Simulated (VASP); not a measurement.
# W (Im-3m) in VASP: a series of runs

One crystal, W, is run at these levels: PW91, AM05; tasks: relaxation of cell and atoms.

Everything below comes from runs of VASP 6.6.1. Logs are shortened: lines on timing, memory, paths and dates and some standing lists are left out, and cuts for length are marked.

## (1) Starting point

It takes space group Im-3m (No. 229, cubic). Conventional cell: a = 3.165 Å, b = 3.165 Å, c = 3.165 Å, α = 90.00°, β = 90.00°, γ = 90.00°. W (site symmetry m-3m) has 8 W at 2.74 Å as nearest neighbours.

## (2) Relaxation of cell and atoms, PW91

INCAR

```
SYSTEM = W
ALGO = Normal ; EDIFF = 1E-6
EDIFFG = -0.01 ; ENCUT = 600
GGA = 91 ; IBRION = 2
ISIF = 3 ; ISMEAR = -1
LASPH = .TRUE. ; LCHARG = .FALSE.
LREAL = .FALSE. ; LWAVE = .FALSE.
NELM = 100 ; NSW = 60
PREC = Accurate ; SIGMA = 0.05
```

KPOINTS

```
k-points
0
G
  12 12 12
  0 0 0
```

POSCAR

```
W
1.0
   -1.5823450000      1.5823450000      1.5823450000
    1.5823450000     -1.5823450000      1.5823450000
    1.5823450000      1.5823450000     -1.5823450000
W
1
Direct
    0.0000000000      0.0000000000      0.0000000000
```

Potentials or basis: VASP PAW PBE potentials, release 64 (W_sv).

Run with:

```bash
cat potpaw_PBE.64/W_sv/POTCAR > POTCAR
mpirun -np 1 vasp_std > vasp.out
```

OUTCAR:

```text
SYSTEM = W
   EDIFF = 1E-6
   EDIFFG = -0.01
   ENCUT = 600
   GGA = 91
   IBRION = 2
   ISIF = 3
   ISMEAR = -1
   LASPH = .TRUE.
   LREAL = .FALSE.
   NELM = 100
   NSW = 60
   PREC = Accurate

 ion  position               nearest neighbor table
   1  0.000  0.000  0.000-

  LATTYP: Found a body centered cubic cell.
 ALAT       =     3.1646900000

  Lattice vectors:

 A1 = (  -1.5823450000,   1.5823450000,   1.5823450000)
 A2 = (   1.5823450000,  -1.5823450000,   1.5823450000)
 A3 = (   1.5823450000,   1.5823450000,  -1.5823450000)

Analysis of symmetry for initial positions (statically):
=====================================================================
 Subroutine PRICEL returns:
 Original cell was already a primitive cell.

 Routine SETGRP: Setting up the symmetry group for a
 body centered cubic supercell.

 Subroutine GETGRP returns: Found 48 space group operations
 (whereof 48 operations were pure point group operations)
 out of a pool of 48 trial point group operations.

The static configuration has the point symmetry O_h .

Analysis of symmetry for dynamics (positions and initial velocities):
=====================================================================
 Subroutine PRICEL returns:
 Original cell was already a primitive cell.

 Routine SETGRP: Setting up the symmetry group for a
 body centered cubic supercell.

 Subroutine GETGRP returns: Found 48 space group operations
 (whereof 48 operations were pure point group operations)
 out of a pool of 48 trial point group operations.

The dynamic configuration has the point symmetry O_h .

 Subroutine INISYM returns: Found 48 space group operations
 (whereof 48 operations are pure point group operations),
 and found     1 'primitive' translations

----------------------------------------------------------------------------------------

                                     Primitive cell

  volume of cell :      15.8476

  direct lattice vectors                    reciprocal lattice vectors
    -1.582345000  1.582345000  1.582345000     0.000000000  0.315986716  0.315986716
     1.582345000 -1.582345000  1.582345000     0.315986716  0.000000000  0.315986716
     1.582345000  1.582345000 -1.582345000     0.315986716  0.315986716  0.000000000

  length of vectors
     2.740701935  2.740701935  2.740701935     0.446872699  0.446872699  0.446872699

  position of ions in fractional coordinates (direct lattice)
     0.000000000  0.000000000  0.000000000

  ion indices of the primitive-cell ions
   primitive index   ion index
                 1           1

----------------------------------------------------------------------------------------

 KPOINTS: k-points

Automatic generation of k-mesh.
 Grid dimensions read from file:
 generate k-points for:   12   12   12

 Generating k-lattice:

  Cartesian coordinates                     Fractional coordinates (reciprocal lattice)
     0.000000000  0.026332226  0.026332226     0.083333333  0.000000000  0.000000000
     0.026332226  0.000000000  0.026332226     0.000000000  0.083333333  0.000000000
     0.026332226  0.026332226  0.000000000     0.000000000  0.000000000  0.083333333

  Length of vectors
     0.037239392  0.037239392  0.037239392

  Shift w.r.t. Gamma in fractional coordinates (k-lattice)
     0.000000000  0.000000000  0.000000000

 Subroutine IBZKPT returns following result:
 ===========================================

 Found     72 irreducible k-points:

 Following reciprocal coordinates:
            Coordinates               Weight
  0.000000  0.000000  0.000000      1.000000
  0.083333  0.000000  0.000000     12.000000
  0.166667  0.000000  0.000000     12.000000
  0.250000  0.000000  0.000000     12.000000
  0.333333  0.000000  0.000000     12.000000
  0.416667  0.000000  0.000000     12.000000
[... 16 lines left out ...]
  0.333333  0.083333  0.083333     24.000000
  0.416667  0.083333  0.083333     12.000000
 [... further k-points ...]
   k-points           NKPTS =     72   k-points in BZ     NKDIM =     72   number of bands    NBANDS=     11
   number of dos      NEDOS =    301   number of ions     NIONS =      1
   total plane-waves  NPLWV =  13824
   dimension x,y,z NGX =    24 NGY =   24 NGZ =   24
   dimension x,y,z NGXF=    48 NGYF=   48 NGZF=   48
   ions per type =               1
   NGX,Y,Z   is equivalent  to a cutoff of  14.56, 14.56, 14.56 a.u.
   NGXF,Y,Z  is equivalent  to a cutoff of  29.12, 29.12, 29.12 a.u.
 SYSTEM =  W
   PREC   = accura    normal or accurate (medium, high low for compatibility)
   ISTART =      0    job   : 0-new  1-cont  2-samecut
   ICHARG =      2    charge: 1-file 2-atom 10-const
   ISPIN  =      1    spin polarized calculation?
   LNONCOLLINEAR =      F non collinear calculations
   LSORBIT =      F    spin-orbit coupling
   LASPH  =      T    aspherical Exc in radial PAW
   ENCUT  =  600.0 eV  44.10 Ry    6.64 a.u.   5.47  5.47  5.47*2*pi/ulx,y,z
   NELM   =    100;   NELMIN=  2; NELMDL= -5     # of ELM steps
   EDIFF  = 0.1E-05   stopping-criterion for ELM
   LREAL  =      F    real-space projection
   EDIFFG = -.1E-01   stopping-criterion for IOM
   NSW    =     60    number of steps for IOM
   IBRION =      2    ionic relax: 0-MD 1-quasi-New 2-CG
   NFREE  =      1    steps in history (QN), initial steepest desc. (CG)
   ISIF   =      3    stress and relaxation
   ISYM   =      2    0-nonsym 1-usesym 2-fastsym
   POTIM  = 0.5000    time-step for ionic-motion
   TEBEG  =    0.0;   TEEND  =   0.0 temperature during run
   PSTRESS=    0.0 pullay stress
   NELECT =      14.0000    total number of electrons
   NUPDOWN=      -1.0000    fix difference up-down
   EMIN   =  10.00;   EMAX   =-10.00  energy-range for DOS
   EFERMI =   0.00;   METHOD = LEGACY
   ISMEAR =    -1;   SIGMA  =   0.05  broadening in eV -4-tet -1-fermi 0-gaus
   EFERMI_NEDOS =   21; number of points for ismear=-14 and -15
   IALGO  =     38    algorithm
   IMIX   =      4    mixing-type and parameters
     AMIX     =   0.40;   BMIX     =  1.00
     AMIX_MAG =   1.60;   BMIX_MAG =  1.00
  volume/ion in A,a.u.               =      15.85       106.94
  Fermi-wavevector in a.u.,A,eV,Ry     =   1.570832  2.968442 33.572544  2.467512
  Thomas-Fermi vector in A             =   2.672506
   LORBIT       =      0    0 simple, 1 ext, 2 COOP (PROOUT), +10 PAW based schemes
   GGA     = 91    functional components
   LHFCALC =     F    Hartree Fock is set to
   AEXX    =    0.0000 exact exchange contribution
   IVDW    =     0    specifies the selected vdW correction
   LEPSILON=     F    determine dielectric tensor
   LRPA    =     F    only Hartree local field effects (RPA)
 conjugate gradient relaxation of ions
 non-spin polarized calculation
  energy-cutoff  :      600.00
  volume of cell :       15.85
 maximum number of plane-waves:       543
 NGX is ok and might be reduce to    24
   NGX = 11   NGY = 11   NGZ = 11

--------------------------------------- Ionic step        1  -------------------------------------------

 number of electron      14.0000001 magnetization

 Free energy of the ion-electron system (eV)
  ---------------------------------------------------
  ext. energy  EPLUGINS =         0.00000000
  ---------------------------------------------------
  free energy    TOTEN  =       -12.84089614 eV

  energy without entropy =      -12.83569297  energy(sigma->0) =      -12.83829455

------------------------ aborting loop because EDIFF is reached ----------------------------------------

  FORCE on cell =-STRESS in cart. coord.  units (eV):
  Direction    XX          YY          ZZ          XY          YZ          ZX
  --------------------------------------------------------------------------------------
  -------------------------------------------------------------------------------------
  Total        0.7717314      0.7717314      0.7717314     -0.0000000     -0.0000000      0.0000000
  in kB       78.0213117     78.0213117     78.0213117     -0.0000000     -0.0000000      0.0000000
  external PRESSURE =      78.0213117 kB  Pullay stress =       0.0000000 kB

 VOLUME and BASIS-vectors are now :
 -----------------------------------------------------------------------------
  energy-cutoff  :      600.00
  volume of cell :       15.85
      direct lattice vectors                 reciprocal lattice vectors
    -1.582345000  1.582345000  1.582345000     0.000000000  0.315986716  0.315986716
     1.582345000 -1.582345000  1.582345000     0.315986716  0.000000000  0.315986716
     1.582345000  1.582345000 -1.582345000     0.315986716  0.315986716  0.000000000

 POSITION                                       TOTAL-FORCE (eV/Angst)
 -----------------------------------------------------------------------------------
      0.00000      0.00000      0.00000         0.000000      0.000000      0.000000
 -----------------------------------------------------------------------------------
    total drift:                                0.000000      0.000000      0.000000

  FREE ENERGIE OF THE ION-ELECTRON SYSTEM (eV)
  ---------------------------------------------------
  free  energy   TOTEN  =       -12.8408961398 eV

  energy  without entropy=      -12.8356929668  energy(sigma->0) =      -12.83829455

--------------------------------------- Ionic step        2  -------------------------------------------

 number of electron      14.0000001 magnetization

 E-fermi :   9.7950     XC(G=0): -13.0387

 val. band max:        9.6976168739   @ k =   0.0833   0.0833   0.0000
 cond. band min:       9.8155498644   @ k =  -0.2500   0.3333   0.1667
 fundamental gap:      0.1179329905
 Fermi energy:         9.7949689180

 k-point     1 :       0.0000    0.0000    0.0000
  band No.  band energies     occupation
      1     -64.0241      2.00000
      2     -27.9524      2.00000
      3     -27.9524      2.00000
      4     -27.9524      2.00000
      5       0.9709      2.00000
      6       8.8227      2.00000
      7       8.8227      2.00000
      8       8.8227      2.00000
      9      11.8954      0.00000
     10      11.8954      0.00000
     11      24.2104      0.00000

 k-point     2 :       0.0833    0.0000    0.0000
  band No.  band energies     occupation
      1     -64.0185      2.00000
      2     -28.0168      2.00000
      3     -27.9731      2.00000
      4     -27.9525      2.00000
      5       1.2648      2.00000
      6       8.6544      2.00000
      7       8.7817      2.00000
      8       9.1030      2.00000
      9      11.6520      0.00000
     10      11.9009      0.00000
     11      24.4350      0.00000
[... 365 lines left out ...]
 POSITION                                       TOTAL-FORCE (eV/Angst)
 -----------------------------------------------------------------------------------
      0.00000      0.00000      0.00000        -0.000000      0.000000      0.000000
 -----------------------------------------------------------------------------------
    total drift:                                0.000000      0.000000      0.000000

  FREE ENERGIE OF THE ION-ELECTRON SYSTEM (eV)
  ---------------------------------------------------
  free  energy   TOTEN  =       -12.8504109888 eV

  energy  without entropy=      -12.8453077213  energy(sigma->0) =      -12.84785936

--------------------------------------- Ionic step        4  -------------------------------------------

 number of electron      14.0000002 magnetization

 Free energy of the ion-electron system (eV)
  ---------------------------------------------------
  ext. energy  EPLUGINS =         0.00000000
  ---------------------------------------------------
  free energy    TOTEN  =       -12.85042371 eV

  energy without entropy =      -12.84531291  energy(sigma->0) =      -12.84786831

 E-fermi :  11.0043     XC(G=0): -13.5037

 val. band max:       10.9965095530   @ k =  -0.1667   0.1667   0.0833
 cond. band min:      11.0431154899   @ k =  -0.1667   0.1667   0.1667
 fundamental gap:      0.0466059369
 Fermi energy:        11.0042839715

 k-point     1 :       0.0000    0.0000    0.0000
  band No.  band energies     occupation
      1     -62.7232      2.00000
      2     -26.5518      2.00000
      3     -26.5518      2.00000
      4     -26.5518      2.00000
      5       1.6690      2.00000
      6       9.8729      2.00000
      7       9.8729      2.00000
      8       9.8729      2.00000
      9      13.2714      0.00000
     10      13.2715      0.00000
     11      25.5832      0.00000

 k-point     2 :       0.0833    0.0000    0.0000
  band No.  band energies     occupation
      1     -62.7150      2.00000
      2     -26.6388      2.00000
      3     -26.5791      2.00000
      4     -26.5521      2.00000
      5       1.9937      2.00000
      6       9.6802      2.00000
      7       9.8245      2.00000
      8      10.1871      2.00000
      9      12.9843      0.00000
     10      13.2754      0.00000
     11      25.8475      0.00000
[... 330 lines left out ...]
 POSITION                                       TOTAL-FORCE (eV/Angst)
 -----------------------------------------------------------------------------------
      0.00000      0.00000      0.00000         0.000000     -0.000000      0.000000
 -----------------------------------------------------------------------------------
    total drift:                               -0.000000      0.000000      0.000000

  FREE ENERGIE OF THE ION-ELECTRON SYSTEM (eV)
  ---------------------------------------------------
  free  energy   TOTEN  =       -12.8504237122 eV

  energy  without entropy=      -12.8453129096  energy(sigma->0) =      -12.84786831

 reached required accuracy - stopping structural energy minimisation
```

Run time: 22 s. Hardware: 1 thread of Intel Xeon Platinum 8488C (Sapphire Rapids), shared host; peak memory 0.15 GiB.

Results:

| Item | Value |
| --- | --- |
| Free energy | -12.8504 eV |
| Relaxed volume | 16.25 Å³/atom |
| Relaxed cell | a = 2.764 Å, b = 2.764 Å, c = 2.764 Å, α = 109.47°, β = 109.47°, γ = 109.47° |
| Space group after relaxing (to 0.05 Å) | Im-3m (No. 229) |
| Energy gained by relaxing | 9.5 meV/atom |
| Ionic steps | 4 |
| Pressure after relaxing | 0.0 GPa |
| Band gap on the k mesh | none (metal or under the smearing width) |

The path:
```tsv
step	energy change (eV)	largest force (eV/Å)	pressure (GPa)	volume (Å³)
1	0.0000	0.0000	7.80	15.85
2	0.0931	0.0000	-21.30	17.68
3	-0.0095	0.0000	-0.26	16.26
4	-0.0095	0.0000	-0.01	16.25
```

Final structure:
```
W
1.0
    -1.59556    1.59556    1.59556
     1.59556   -1.59556    1.59556
     1.59556    1.59556   -1.59556
W
1
Direct
  0.00000 0.00000 0.00000
```

Caveat: the PAW data sets were made with another functional, which shifts forces and pressure a little. Spin-orbit coupling is left out, which matters for the levels of W.

## (3) Relaxation of cell and atoms, AM05

INCAR

```
ALGO = Normal
EDIFF = 1E-6
EDIFFG = -0.005
ENCUT = 600
GGA = AM
IBRION = 2
ISIF = 3
ISMEAR = -1
LASPH = True
LCHARG = False
LREAL = False
LWAVE = False
NELM = 80
NSW = 40
PREC = Accurate
SIGMA = 0.05
```

KPOINTS

```
k-points
0
Gamma
  12 12 12
```

POSCAR is that of step 2.

Potentials or basis: VASP PAW PBE potentials, release 64 (W_sv).

Run with:

```bash
cat potpaw_PBE.64/W_sv/POTCAR > POTCAR
mpirun -np 1 vasp_std > vasp.out
```

Wall time 16 s (1 thread of Intel Xeon Platinum 8488C (Sapphire Rapids), shared host); peak memory 0.15 GiB.

Results (log left out):

* Free energy: -13.5875 eV
* Relaxed volume: 15.65 Å³/atom
* Relaxed cell: a = 2.729 Å, b = 2.729 Å, c = 2.729 Å, α = 109.47°, β = 109.47°, γ = 109.47°
* Space group after relaxing (to 0.05 Å): Im-3m (No. 229)
* Energy gained by relaxing: 2.5 meV/atom
* Ionic steps: 3
* Pressure after relaxing: 0.0 GPa
* Band gap on the k mesh: none (metal or under the smearing width)

Step by step:
```csv
step,energy change (eV),largest force (eV/Å),pressure (GPa),volume (Å³)
1,0.0000,0.0000,-3.97,15.85
2,0.0299,0.0000,15.73,14.96
3,-0.0025,0.0000,-0.04,15.65
```

Final structure:
```
W
1.0
    -1.57582    1.57582    1.57582
     1.57582   -1.57582    1.57582
     1.57582    1.57582   -1.57582
W
1
Direct
  0.00000 0.00000 0.00000
```

Levels at points of the mesh, in eV from the Fermi level:
```csv
k point,band 5,band 6,band 7,band 8,band 9,band 10
"(0.00, 0.00, 0.00)",-9.65,-1.16,-1.16,-1.16,2.35,2.35
"(0.50, 0.00, 0.00)",-6.29,-3.54,0.79,2.26,3.25,6.36
"(0.50, 0.50, 0.50)",-5.88,-5.88,5.35,5.35,5.35,8.43
```

Caveat: the PAW data sets were made with another functional, which shifts forces and pressure a little. Spin-orbit coupling is left out, which matters for the levels of W.

## (4) For comparison

An earlier run on the cell as given: functional PBE; potentials or basis VASP PAW PBE potentials, release 64 (W_sv); cutoff 520 eV; k mesh 12 × 12 × 12; occupations fermi-dirac, width 0.05 eV; no spin polarisation.

- Pressure: 6.4 GPa
- Band gap on the k mesh: none (metal or under the smearing width)

## (5) Overview

| task | level | cell | cutoff (eV) | gap on the mesh (eV) | pressure (GPa) | relaxed volume (Å³/atom) |
| --- | --- | --- | --- | --- | --- | --- |
| relaxation of cell and atoms | PW91 | relaxed | 600 | none | 0.0 | 16.25 |
| relaxation of cell and atoms | AM05 | relaxed | 600 | none | 0.0 | 15.65 |
| single point | PBE | as given | 520 | none | 6.4 | - |

Alike in all rows: potentials or basis VASP PAW PBE potentials, release 64 (W_sv); no spin polarisation; k mesh 12 × 12 × 12; smearing fermi-dirac 0.05 eV.

Caveats: the PAW data sets were made with another functional, which shifts forces and pressure a little (some runs).

Total energies depend on the potentials used, so only differences within one code and one set of settings carry meaning.
